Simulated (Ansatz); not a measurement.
# GaAs (F-43m): comparison of functionals at one structure from a Python script

How far apart do the functionals lie for GaAs (F-43m) at one structure? The task is a comparison of functionals at one structure, for GaAs (F-43m).

All numbers are computed with the Python package of Ansatz 0.2.0. The levels of theory stand in the script.

### 1 Starting point

The structure is cubic, space group F-43m (No. 216). The conventional cell has a = 5.654 Å, b = 5.654 Å, c = 5.654 Å, α = 90.00°, β = 90.00°, γ = 90.00°. Around Ga (site symmetry -43m) lie 4 As at 2.45 Å. As (site symmetry -43m) has 4 Ga at 2.45 Å as nearest neighbours.

No structure file is read: the coordinates are typed or built in the script.

### 2 The script

File gaas.py:

```python
'''Functional comparison for GaAs (totals differ with the potentials too).'''

import ansatz as az


def main() -> None:
    system = (
        az.Lattice.of([0.0, 2.82685, 2.82685], [2.82685, 0.0, 2.82685], [2.82685, 2.82685, 0.0])
        .atom('Ga', [0.0, 0.0, 0.0])
        .atom('As', [0.25, 0.25, 0.25])
    )

    calc = (
        system.calculation()
        .pseudopotentials('paw')
        .kpoints(6)
        .occupations('fixed')
        .scf(tolerance=1e-10)
        .forces()
        .stress()
    )

    rows = []
    for value in ['lda', 'revpbe', 'blyp', 'pbesol']:
        rep = calc.functional(value).run(threads=1).report
        rows.append((value, rep['free_energy_ev'] / len(rep['lattice']['sites']), rep['n_iterations'], sum(rep['stress_gpa'][i][i] for i in range(3)) / 3, max(abs(f) for row in rep['forces_ev_ang'] for f in row), rep['n_kpoints']))

    print('  functional   F/atom (eV)    iterations       P (GPa)  max component (eV/A)      k-points')
    for row in rows:
        print(f'{str(row[0]):>12s}  {row[1]:12.5f}  {row[2]:12d}  {row[3]:12.3f}  {row[4]:20.4f}  {row[5]:12d}')


if __name__ == '__main__':
    main()
```

### 3 The calls as engine input

The package turns the script's settings into the engine's input (first run):

```yaml
crystal:
  lattice:
    - [0.0, 2.82685, 2.82685]
    - [2.82685, 0.0, 2.82685]
    - [2.82685, 2.82685, 0.0]
  atoms:
    - { symbol: Ga, position: [0.0, 0.0, 0.0] }
    - { symbol: As, position: [0.25, 0.25, 0.25] }
kpoints:
  mp_grid:
    grid: [6, 6, 6]
hamiltonian:
  xc: lda
  pseudopotentials:
    kind: paw
scf:
  convergence:
    dr2_threshold: 1.0e-10
  occupations:
    method: fixed
output:
  forces: true
  stress: true
```

### 4 Running it

Run with:

```sh
$ python gaas.py
```

What it wrote:

```text
DeckWarning: basis.ecutwfc = 420 eV, auto-derived from the records' recommended cutoffs: set by Ga (normal level)
  functional   F/atom (eV)    iterations       P (GPa)  max component (eV/A)      k-points
         lda   -4240.63129             8        -1.928                0.0000            16
      revpbe   -4323.98171             8         4.690                0.0000            16
        blyp   -4330.13594             9         6.791                0.0000            16
      pbesol   -4278.41675             7         0.171                0.0000            16
```

(Warnings from the package without file and line.)

Run time: 8.1 s. Hardware: 1 thread of Arm Neoverse V1, shared host; peak memory 0.36 GiB.

### 5 What changed from run to run

The engine's inputs for the other runs:

Run 2, against run 1:

```diff
@@ -13 +13 @@
-  xc: lda
+  xc: revpbe
```

Run 3, against run 1:

```diff
@@ -13 +13 @@
-  xc: lda
+  xc: blyp
```

Run 4, against run 1:

```diff
@@ -13 +13 @@
-  xc: lda
+  xc: pbesol
```

### 6 Run by run

The 4 runs, in the order started:

| run | functional | energy (eV/atom) | pressure (GPa) | gap on the mesh (eV) | SCF cycles | CPU time (s) |
| --- | --- | --- | --- | --- | --- | --- |
| 1 | lda | -4240.6313 | -1.93 | 0.28 | 8 | 1.5 |
| 2 | revpbe | -4323.9817 | 4.69 | 0.60 | 8 | 1.8 |
| 3 | blyp | -4330.1359 | 6.79 | 0.35 | 9 | 1.9 |
| 4 | pbesol | -4278.4167 | 0.17 | 0.44 | 7 | 1.5 |

Totals hang on method, basis and potentials, so only like runs compare.

### 7 What came out

| quantity | value |
| --- | --- |
| runs compared | 4 |
| pressure at this cell | -1.9 (lda) to 6.8 GPa (blyp) |
| gap on the mesh | 0.28 (lda) to 0.60 eV (revpbe) |

In words: From lowest to highest: LDA (-1.9 GPa), PBEsol (0.2 GPa), revPBE (4.7 GPa) and BLYP (6.8 GPa). At a fixed cell a lower pressure usually means a smaller equilibrium volume, so LDA prefers the smallest cell and BLYP the largest. Gaps by band count in the reports: LDA 0.28 eV, revPBE 0.60 eV, BLYP 0.35 eV and PBEsol 0.44 eV. What to keep in mind:
- Forces vanish by symmetry here and test nothing.
- Pressure is positive in compression.
- Total energies of different functionals can't be compared; pressures, moments and gaps at this one structure can.
